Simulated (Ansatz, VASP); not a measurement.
# Hf12O23: VASP beside Ansatz

One calculation is typed for both programs; each brings its own data sets and cutoff. How far apart do they land? The structure shown is the end of the VASP relaxation below.

Main program and level: Ansatz 0.2.0; plane waves, with VASP 6.6.1 beside it; single point at PBEsol.

### 1. Starting point

The cell holds 35 atoms: 12 Hf and 23 O. Its edges and angles: a = 7.097 Å, b = 7.097 Å, c = 10.646 Å, α = 60.0°, β = 60.0°, γ = 60.0°. It derives from HfO2. Nearest the centre at fractional (0.375, 0.375, 0.250): O30 at 2.17 Å, O27 at 2.17 Å, O31 at 2.20 Å, O28 at 2.20 Å, O33 at 2.26 Å, Hf11 at 2.27 Å, O25 at 2.27 Å, Hf8 at 2.28 Å. The cell carries charge +2.

### 2. VASP: relaxation, PBEsol

This run makes the geometry at which the two programs are then compared.

Lines of VASP's logs that name or quote its potential files are left out, and so is its time.

INCAR reads:

```
SYSTEM = Hf12O23
PREC = Normal
ENCUT = 400
EDIFF = 1E-05
NELM = 120
ISMEAR = 0
SIGMA = 0.05
LREAL = Auto
ALGO = Fast
GGA = PS
NELECT = 184
NBANDS = 120
LASPH = .TRUE.
LORBIT = 11
LWAVE = True
LCHARG = .FALSE.
KPAR = 4
NCORE = 2
IBRION = 2
NSW = 50
ISIF = 2
EDIFFG = -0.03
POTIM = 0.4
MAXMIX = 40
ISYM = 0
```

POSCAR reads:

```
Hf12O23
1.0
    0.0000000000      5.0184298532      5.0184298532
    5.0184298532      0.0000000000      5.0184298532
    7.5276447798      7.5276447798      0.0000000000
Hf O
12 23
Direct
    0.0000000000      0.0000000000      0.0000000000
    0.0000000000      0.0000000000      0.3333333300
    0.0000000000      0.0000000000      0.6666666700
    0.0000000000      0.5000000000      0.0000000000
    0.0002732700      0.4968446400      0.3325019100
    0.0000000000      0.5000000000      0.6666666700
    0.5000000000      0.0000000000      0.0000000000
    0.5077007900      0.9983173700      0.3333567200
    0.5000000000      0.0000000000      0.6666666700
    0.5025500700      0.4987490800      0.9991513900
    0.4892173500      0.5085253400      0.3360900200
    0.5000000000      0.5000000000      0.6666666700
    0.3750000000      0.3750000000      0.5833333300
    0.3750000000      0.3750000000      0.9166666700
    0.3750000000      0.8750000000      0.2500000000
    0.3750000000      0.8750000000      0.5833333300
    0.3750000000      0.8750000000      0.9166666700
    0.8750000000      0.3750000000      0.2500000000
    0.8750000000      0.3750000000      0.5833333300
    0.8750000000      0.3750000000      0.9166666700
    0.8750000000      0.8750000000      0.2500000000
    0.8750000000      0.8750000000      0.5833333300
    0.8750000000      0.8750000000      0.9166666700
    0.1250000000      0.1250000000      0.0833333300
    0.1304295000      0.1210855900      0.4160449200
    0.1250000000      0.1250000000      0.7500000000
    0.1263136800      0.6283211800      0.0806807900
    0.1159743300      0.6268810200      0.4161843400
    0.1250000000      0.6250000000      0.7500000000
    0.6277350000      0.1250651100      0.0832857500
    0.6228641200      0.1265690000      0.4191127600
    0.6250000000      0.1250000000      0.7500000000
    0.6212527300      0.6202265800      0.0859630300
    0.6250000000      0.6250000000      0.4166666700
    0.6250000000      0.6250000000      0.7500000000
```

KPOINTS reads:

```
Automatic mesh
0
Gamma
2 2 2
0 0 0
```

PAW data sets: Hf and O (PBE family, release 64).

Launch:

```bash
$ mpirun -np 8 vasp_std
```

Numbers of over 12 decimals in the logs are rounded to 6 here.

The program printed:

```text
[banner, memory and clock lines left out]
running    8 mpi-ranks, on    1 nodes
[...]
|                                                                             |
|               ----> ADVICE to this user running VASP <----                  |
|                                                                             |
|     You enforced a specific xc type in the INCAR file but a different       |
|     [... a line on the potential file left out ...]
|     I HOPE YOU KNOW WHAT YOU ARE DOING!                                     |
|                                                                             |

 LDA part: xc-table for (Slater+PW92), standard interpolation
 POSCAR, INCAR and KPOINTS ok, starting setup
[...]
entering main loop
       N       E                     dE             d eps       ncg     rms          rms(c)
DAV:   1     0.852146969984E+03    0.85215E+03   -0.82143E+04  1920   0.116E+03
DAV:   2    -0.364857648097E+03   -0.12170E+04   -0.11727E+04  2432   0.284E+02
[...]
RMM:  16    -0.381818769576E+03   -0.12012E-06   -0.27057E-05  1371   0.979E-03
   1 F= -.38181877E+03 E0= -.38181877E+03  d E =-.381819E+03
[... from here on, the cycles between the ionic steps are left out ...]
   2 F= -.38381466E+03 E0= -.38381466E+03  d E =-.199589E+01
  22 F= -.38537579E+03 E0= -.38537579E+03  d E =-.426267E-02
  23 F= -.38537699E+03 E0= -.38537699E+03  d E =-.546248E-02
  24 F= -.38537988E+03 E0= -.38537988E+03  d E =-.288774E-02
  25 F= -.38538023E+03 E0= -.38538023E+03  d E =-.323719E-02
  26 F= -.38538158E+03 E0= -.38538158E+03  d E =-.135003E-02
  27 F= -.38538185E+03 E0= -.38538185E+03  d E =-.161603E-02
  28 F= -.38538250E+03 E0= -.38538250E+03  d E =-.654790E-03
  29 F= -.38538255E+03 E0= -.38538255E+03  d E =-.697986E-03
  30 F= -.38538295E+03 E0= -.38538295E+03  d E =-.403884E-03
  31 F= -.38538295E+03 E0= -.38538295E+03  d E =-.404567E-03
  32 F= -.38538312E+03 E0= -.38538312E+03  d E =-.172956E-03
  33 F= -.38538313E+03 E0= -.38538313E+03  d E =-.178073E-03
  34 F= -.38538325E+03 E0= -.38538325E+03  d E =-.121821E-03
 trial-energy change:   -0.000122  1 .order   -0.000142   -0.000306    0.000023
 step:   0.9135(harm=  0.9135)  dis= 0.00131  next Energy=  -385.383270 (dE=-0.142E-03)
 reached required accuracy - stopping structural energy minimisation
 writing wavefunctions
```

OUTCAR, selected parts (step 2):

```text
  Total      -29.4494093    -29.4640724    -29.7902790     -0.8309284     -0.6832454     -0.7157565
  in kB     -124.4406702   -124.5026305   -125.8810406     -3.5111498     -2.8871044     -3.0244823
  external PRESSURE =    -124.9414471 kB  Pullay stress =       0.0000000 kB

 POSITION                                       TOTAL-FORCE (eV/Angst)
 -----------------------------------------------------------------------------------
      0.01906      0.01961      0.03800        -0.002608     -0.001307      0.003800
      2.45374      2.45212      0.07088        -0.001078      0.001718     -0.014330
      4.94177      4.94073      0.10633        -0.005348     -0.005113     -0.003063
     10.02046      7.52703      2.49841        -0.014209     -0.010856     -0.000984
      5.08275      7.45369      7.47419        -0.001039      0.000810      0.008596
      7.50036      5.01400      2.52653         0.001117      0.009632      0.007916
      7.52774     10.02009      2.49906         0.000866     -0.013687     -0.008574
      7.45481      5.08158      7.47451         0.003378      0.001426     -0.006319
      5.01470      7.49923      2.52676         0.006213      0.003761      0.009043
      9.95010      9.94934      5.12878         0.016854      0.016530     -0.010658
      5.07044      5.06860      5.08089         0.005605      0.006903     -0.004668
      7.55100      7.54977      5.00691        -0.016530     -0.017086     -0.009260
      6.37716      6.37592      3.76841         0.008219      0.006732      0.003933
      8.70838      8.70761      3.77063         0.002411      0.004816     -0.000404
[...]
-----------------------------------------------------------------------------------
    total drift:                                0.051994      0.017052      0.093094

  FREE ENERGIE OF THE ION-ELECTRON SYSTEM (eV)
  ---------------------------------------------------
  free  energy   TOTEN  =      -385.3832495203 eV

  energy  without entropy=     -385.3832495203  energy(sigma->0) =     -385.38324952

 reached required accuracy - stopping structural energy minimisation

[... 3 further parts left out ...]
[key lines of the parts left out:]
E-fermi :   4.2364
```

The cell is charged against a uniform background. The data set Hf keeps the semicore shell frozen, which is cheaper and a little less accurate.

### 3. Ansatz: single point, PBEsol

Ansatz runs on its default PAW (the set named soft_2) files.

The same cell, functional, mesh and smearing now go to Ansatz, which takes its cutoff from its data sets.

input.yaml reads:

```yaml
crystal:
  lattice:
    - [0.0, 5.01842985, 5.01842985]
    - [5.01842985, 0.0, 5.01842985]
    - [7.52764478, 7.52764478, 0.0]
  atoms:
    - { symbol: Hf, position: [0.00384037, 0.00373115, 4.479e-05] }
    - { symbol: Hf, position: [0.00690081, 0.00722371, 0.32114789] }
    - { symbol: Hf, position: [0.01048944, 0.01069823, 0.64935113] }
    - { symbol: Hf, position: [0.00049653, 0.49735064, 0.99958775] }
    - { symbol: Hf, position: [0.98089756, 0.50845053, 0.33624411] }
    - { symbol: Hf, position: [0.00400189, 0.49944899, 0.66340961] }
    - { symbol: Hf, position: [0.49730722, 0.00066837, 0.99956692] }
    - { symbol: Hf, position: [0.5082538, 0.98115799, 0.33621956] }
    - { symbol: Hf, position: [0.49928823, 0.00420783, 0.66336645] }
    - { symbol: Hf, position: [0.51091914, 0.51107042, 0.98109421] }
    - { symbol: Hf, position: [0.506039, 0.50640701, 0.33597164] }
    - { symbol: Hf, position: [0.49872948, 0.49897462, 0.67045316] }
    - { symbol: O, position: [0.3753332, 0.37558168, 0.59677804] }
    - { symbol: O, position: [0.37560128, 0.37575471, 0.90634961] }
    - { symbol: O, position: [0.36732736, 0.87518575, 0.25318369] }
    - { symbol: O, position: [0.38635926, 0.85614817, 0.58572266] }
    - { symbol: O, position: [0.36438418, 0.89109312, 0.91137177] }
    - { symbol: O, position: [0.8749406, 0.36752691, 0.25321135] }
    - { symbol: O, position: [0.85604553, 0.38654679, 0.58571018] }
    - { symbol: O, position: [0.89090468, 0.36439016, 0.91135411] }
    - { symbol: O, position: [0.87758867, 0.87781376, 0.25070318] }
    - { symbol: O, position: [0.88380925, 0.88389881, 0.55642421] }
    - { symbol: O, position: [0.85230813, 0.85246907, 0.96998569] }
    - { symbol: O, position: [0.1288417, 0.1290202, 0.08136153] }
    - { symbol: O, position: [0.1486711, 0.14883038, 0.40713609] }
    - { symbol: O, position: [0.12075716, 0.12073659, 0.74233124] }
    - { symbol: O, position: [0.16274082, 0.5867566, 0.10278777] }
    - { symbol: O, position: [0.1563151, 0.58085618, 0.4053771] }
    - { symbol: O, position: [0.09098303, 0.65183609, 0.75570741] }
    - { symbol: O, position: [0.58638397, 0.16298935, 0.10286898] }
    - { symbol: O, position: [0.58059583, 0.15655485, 0.40546956] }
    - { symbol: O, position: [0.65174155, 0.09124768, 0.75561784] }
    - { symbol: O, position: [0.59976483, 0.5998041, 0.09697717] }
    - { symbol: O, position: [0.62602302, 0.62620565, 0.41129966] }
    - { symbol: O, position: [0.63472714, 0.63494882, 0.74818557] }
total_charge: 2
hamiltonian:
  xc: pbesol
  pseudopotentials: { kind: paw }
kpoints:
  mp_grid: { grid: [2, 2, 2] }
scf:
  occupations: { method: gaussian, width: 0.05 }
  n_extra_bands: 12
output:
  forces: true
  eigenvalues: true
```

Launch:

```bash
$ ansatz run input.yaml --threads 8 --pin off --max-ram 18432MiB --backend cpu --events-out ev --progress --plain --runs-dir out
```

The program printed:

```text
scf.n_extra_bands = 12 over 224 filled bands (N_el = 448.0): the run solves 236 bands
Engine: ansatz 0.2.0, aarch64-unknown-linux-gnu
Pseudopotentials: kind: paw
Pseudopotential: Hf, paw, valence charge 26, recommended cutoff 420 eV (normal), Hf.paw.azcp
Pseudopotential: O, paw, valence charge 6, recommended cutoff 420 eV (normal), O.paw.azcp
Functional definition: PBEsol
  exchange = pbesol_x
  correlation = pbesol_c
Crystal: 35 atoms, lattice volume = 379.162 Å³
Basis set: ecut = 420 eV, 7411 PW (Γ), exchange–correlation on 96×96×144 points (8 copies of the dense FFT grid, shifted against one another)
Bands: 236, of which v1, the nominal top of the filled ones, is band 224 counted from 1 (223 counted from 0)
Symmetry: 1 space group operations
Space group: P1 (ITA 1), of the structure as read, at distance tolerance 7.2e-5 Å
k-points: 8
Non-local potential: Hf, projectors of the file, l = 0: 3, l = 1: 2, l = 2: 2, l = 3: 3
Non-local potential: O, projectors of the file, l = 0: 2, l = 1: 2, l = 2: 1
PAW form: soft (Blöchl's): semilocal exchange-correlation on the pseudo side does not see the compensation charge
PAW frozen core: Hf, regenerated for the run's functional, and the local potential with it (the file was generated under x = pbe(κ = 0.804, μ = 0.219515), c = pbe(β = 0.066725))
PAW frozen core: O, regenerated for the run's functional, and the local potential with it (the file was generated under x = pbe(κ = 0.804, μ = 0.219515), c = pbe(β = 0.066725))
PAW one-centre angular grid: Hf, 590 points (default); XC on 64 Gauss nodes
PAW one-centre angular grid: O, 110 points (default); XC on 64 Gauss nodes
Initial density: superposition of atomic densities (neutral atoms scaled as one to the charged cell's electrons: chi_scale 0, normalization atom), corrected by the library's trained network
Initial wavefunctions: pseudopotential atomic-orbital guess
Functional: x = pbesol(κ = 0.804, μ = 0.123457), c = pbesol(β = 0.046)
SCF iter   1: F=—  HF=-200176.960038 eV  |F-HF|=—  |Δ(HF+E_count)|=         —  Δρ=2.86e-2  dr2=3.04e0  ethr=1.77e-3  ⟨swp⟩=5.1  Hψ=6410  notcnv=0
preconditioner: auto → Resta (q_TF=auto, 2.805 Å⁻¹)  ε∞=6.5  [insulator: Δε(μ)=3.908 eV  Ē_g=16.798 eV  σ=0.050 eV  W_gap=1.00  n_scr=148 (ndim 8)  ℏωp=39.3 eV  f_vac=0.055  D(μ)=0.00/eV (n_scr^D=0)  ε∞_Penn≈6.5]
SCF iter   2: F=—  HF=-200176.095709 eV  |F-HF|=—  |Δ(HF+E_count)|=   8.64e-1  Δρ=9.23e-3  dr2=2.89e-1  ethr=6.78e-4  ⟨swp⟩=3.2  Hψ=4233  notcnv=0  defer=52
SCF iter   3: F=—  HF=-200175.953433 eV  |F-HF|=—  |Δ(HF+E_count)|=   1.42e-1  Δρ=4.60e-3  dr2=1.04e-1  ethr=6.46e-5  ⟨swp⟩=2.0  Hψ=3667  notcnv=0  defer=52
SCF iter   4: F=—  HF=-200175.927135 eV  |F-HF|=—  |Δ(HF+E_count)|=   2.63e-2  Δρ=1.54e-3  dr2=9.78e-3  ethr=2.31e-5  ⟨swp⟩=2.0  Hψ=3672  notcnv=0  defer=52
SCF iter   5: F=—  HF=-200175.932665 eV  |F-HF|=—  |Δ(HF+E_count)|=   5.53e-3  Δρ=7.73e-4  dr2=2.85e-3  ethr=2.18e-6  ⟨swp⟩=2.1  Hψ=3413  notcnv=0  defer=52
SCF iter   6: F=—  HF=-200175.932410 eV  |F-HF|=—  |Δ(HF+E_count)|=   2.54e-4  Δρ=2.05e-4  dr2=2.63e-4  ethr=6.35e-7  ⟨swp⟩=2.0  Hψ=3628  notcnv=0  defer=52
SCF iter   7: F=—  HF=-200175.932562 eV  |F-HF|=—  |Δ(HF+E_count)|=   1.52e-4  Δρ=1.85e-4  dr2=1.04e-4  ethr=5.87e-8  ⟨swp⟩=2.0  Hψ=3628  notcnv=0  defer=52
SCF iter   8: F=—  HF=-200175.932545 eV  |F-HF|=—  |Δ(HF+E_count)|=   1.74e-5  Δρ=2.72e-5  dr2=2.75e-6  ethr=2.32e-8  ⟨swp⟩=2.0  Hψ=3628  notcnv=0  defer=52
SCF iter   9: F=—  HF=-200175.932218 eV  |F-HF|=—  |Δ(HF+E_count)|=   3.27e-4  Δρ=1.35e-5  dr2=6.05e-7  ethr=6.14e-10  ⟨swp⟩=2.1  Hψ=3681  notcnv=0  defer=52
SCF iter  10: F=—  HF=-200175.932218 eV  |F-HF|=—  |Δ(HF+E_count)|=   1.22e-8  Δρ=6.39e-6  dr2=1.66e-7  ethr=1.35e-10  ⟨swp⟩=2.1  Hψ=3637  notcnv=0  defer=52
SCF iter  11: F=-200175.932218 eV  HF=-200175.932218 eV  |F-HF|=3.96e-9  |Δ(HF+E_count)|=   1.04e-7  Δρ=2.17e-6  dr2=2.27e-8  ethr=2.23e-11  ⟨swp⟩=10.1  Hψ=8344  notcnv=0
SCF 1 converged in 11 iterations: F = -200175.932218 eV  dr2 = 2.27e-8
  greatest PAW one-centre occupation: 0.999 electrons in one spin orbital (limit 2), on the Hf atom at site 8 (counted from 0), in its partial waves of l = 3
SCF converged after 11 iterations
Free energy (F): -200175.932218 eV
Harris-Foulkes:  -200175.932218 eV  (|F-HF|=3.96e-9)
Internal energy: -200175.932218 eV  (E = F + TS)
E sigma→0 (E₀):  -200175.932218 eV
Fermi energy:    17.934631 eV
--- Per-component energies (eV) ---
  E_band       = 711.181036
  E_kinetic    = 9064.023122
  E_local      = -68722.139402  (includes V_loc(G=0)·N_el)
  E_nonlocal   = -13739.080389
  E_hartree    = 31591.776914
  E_xc         = -5234.399981
  E_vxc        = -5325.799944  (∫ρ·V_xc dr)
  E_paw        = -85181.298856  (= ΣΔE_a)
  E_vpaw       = 16250.563324  (= ΣTr[D̂ρ^β])
  E_aug_tail   = 0.056802  (compensation charges beyond the density's cutoff)
  E_ewald      = -67970.695148
  E_core_change = 15.824721  (= ΣΔE_core)
  E_smearing   = -0.000000  (= −TS)
  E_closure    = 0.000000  (closes the sum)
  E_deformation_potential = 50.606839  (in the stress; not in F)
  Σ components = -200175.932218   (vs F -200175.932218, Δ=0.00e0)
--- Forces (eV/Å), atoms counted from 1 ---
  atom   1  Hf    -0.02359228    -0.02828841    -0.00638437
  atom   2  Hf    -0.00729007    -0.00258751    -0.01523564
  atom   3  Hf    -0.00656206    -0.00181281    -0.04525826
  atom   4  Hf     0.00817579    -0.03115006     0.02402537
  atom   5  Hf    -0.02028763     0.00497032    -0.02089461
  atom   6  Hf    -0.06693170    -0.01811357     0.07425710
  atom   7  Hf    -0.02593540     0.00528583     0.02328080
  atom   8  Hf     0.00488489    -0.01472132    -0.02496659
  atom   9  Hf    -0.01834969    -0.06519385     0.07511264
  atom  10  Hf     0.02809832     0.02899693    -0.02472940
  atom  11  Hf     0.00417002     0.01277643    -0.00089396
  atom  12  Hf     0.05452645     0.06031594    -0.07174262
  atom  13  O      0.04296317     0.04118473     0.03486264
  atom  14  O     -0.02536149    -0.02409140     0.02371740
  atom  15  O      0.02771896    -0.01831871    -0.02356295
  atom  16  O     -0.02394503     0.02453122    -0.02247491
  atom  17  O      0.02990291    -0.01781956    -0.03783988
  atom  18  O     -0.01840190     0.02813388    -0.02066976
  atom  19  O      0.02852339    -0.02537831    -0.02662567
  atom  20  O     -0.01690263     0.03181279    -0.03582557
  atom  21  O      0.01570282     0.01454634     0.02698892
  atom  22  O     -0.03701569    -0.03646941     0.02697500
  atom  23  O      0.01717734     0.01426655     0.01638162
  atom  24  O      0.00274043     0.00347020    -0.00016230
[...]
atom  28  O     -0.06677427     0.00493755     0.00989527
  atom  29  O      0.04522772    -0.01551963     0.03374365
  atom  30  O      0.06330611    -0.00915156     0.01432732
  atom  31  O     -0.00277716    -0.06791672     0.00795811
  atom  32  O     -0.01297359     0.04360825     0.02730349
  atom  33  O     -0.01091876    -0.01391249    -0.07336305
  atom  34  O     -0.04725966    -0.05144233     0.04845227
  atom  35  O      0.06520408     0.06528220    -0.05111216
  max |Σ_I F_I| component: 2.26e-5 eV/Å
--- Band table (eV; the first three rows and the last of 8) ---
  k-point 0: bands = [... 220 lower, 15.3341, 15.4098, 15.5307, 15.8180, 20.2014, 20.2263, 20.2912, 20.3917, ... 8 higher]
  k-point 1: bands = [... 220 lower, 15.3189, 15.4021, 15.4943, 15.5923, 20.0513, 20.4082, 20.4515, 20.4535, ... 8 higher]
  k-point 2: bands = [... 220 lower, 15.4162, 15.4486, 15.5030, 15.6908, 20.3853, 20.4056, 20.5156, 20.5552, ... 8 higher]
  k-point 7: bands = [... 220 lower, 15.4416, 15.4968, 15.5142, 15.5511, 20.3801, 20.4322, 20.5850, 20.6045, ... 8 higher]
```

Elapsed: 18 s, on 8 threads of Arm Neoverse N1, shared host; peak memory 3.2 GiB.

### 4. Comparison

Known differences besides the potentials themselves: the data sets hold 448 valence electrons in Ansatz (default PAW (the set named soft_2) files) and 184 in VASP; the cutoff is 420 eV in Ansatz and 400 eV in VASP (PREC = Normal, projectors in real space); Ansatz makes its cores anew for this functional, VASP keeps those of its PBE data sets. Total energies have different zeros and are not compared.

The two programs side by side:

```csv
quantity,Ansatz,VASP,difference
gap on the k mesh (eV),4.233,4.223,+0.010
```

At this near-relaxed geometry the largest component of a force difference is 83 meV/Å. A gap on the mesh is an upper bound, since the band edges may lie between its points; neither run holds spin-orbit coupling, which can move the band edges of a compound of Hf.

### 5. Further runs

Further runs change the set-up of one program: Ansatz's method, potentials or start, or VASP's data sets, cutoff or form of LDA. The table gives Ansatz less VASP for each quantity, since a change that brings one quantity closer may part another.

```csv
run,r.m.s. force difference (meV/Å),gap on the k mesh (eV)
as above,34,0.010
cores kept as stored,34,0.010
Ansatz's larger PAW set (cutoff 900 eV),34,0.0032
norm-conserving potentials (cutoff 1143 eV),51,0.066
```

### 6. What came out

| Quantity | Value |
| --- | --- |
| r.m.s. force difference (single point, PBEsol) | 34 meV/Å |

What this shows: The r.m.s. force difference is 34 meV/Å (single point, PBEsol), beyond the 12 meV/Å picked in this series as the mark of a large difference. Single point, PBEsol, Ansatz's larger PAW set (cutoff 900 eV): the difference in gap on the k mesh goes from 0.010 to 0.0032 eV. Single point, PBEsol, norm-conserving potentials (cutoff 1143 eV): r.m.s. force difference goes from 34 to 51 meV/Å; the difference in gap on the k mesh goes from 0.010 to 0.066 eV. How closely two codes agree says nothing of how well the functional describes the real material.

[Lines on the potential files, build, host, timing and source positions are cut from VASP's logs without a mark.]

[Logs are printed without paths, hosts, clocks, repeated set-up lines and the standing remarks that a program may print on its own settings, such as how far it seeks lower states.]

[Hosts, paths, dates, database ids (printed as entryN), source tags and the programs' standing remarks are cut or masked in the printed files.]
